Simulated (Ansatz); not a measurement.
Cd (simple hexagonal type), DFT, PBE, all-electron LAPW, scalar-relativistic (Ansatz 0.2.0), on 1 thread of Arm Neoverse V2 (shared host).

Command: `ansatz run input.yaml --threads 1 --pin off --max-ram 2048MiB --backend cpu --events-out ev --progress --plain --runs-dir out`

```yaml
crystal:
  lattice:
    - [2.6039156063, 0.0, 0.0]
    - [-1.3019578032, 2.2550570644, 0.0]
    - [0.0, 0.0, 2.5801128107]
  atoms:
    - { symbol: Cd, position: [0.0, 0.0, 0.0] }
kpoints:
  mp_grid: { grid: [14, 14, 13] }
scf:
  occupations: { method: fermi_dirac, width: 0.1 }
hamiltonian:
  xc: pbe
  pseudopotentials: { kind: all_electron, lapw: { basis_error: 0.001 } }
output:
  forces: true
  stress: true
  eigenvalues: true
  populations: true
```

(1) How large is the problem that the program sets up?

(2) About how long does it take?

Answers

(1) 168 irreducible k-points, 199 plane waves at Γ, 19 bands.

(2) 16 s of wall time for 7 SCF iterations. Times on shared machines scatter by tens of per cent.
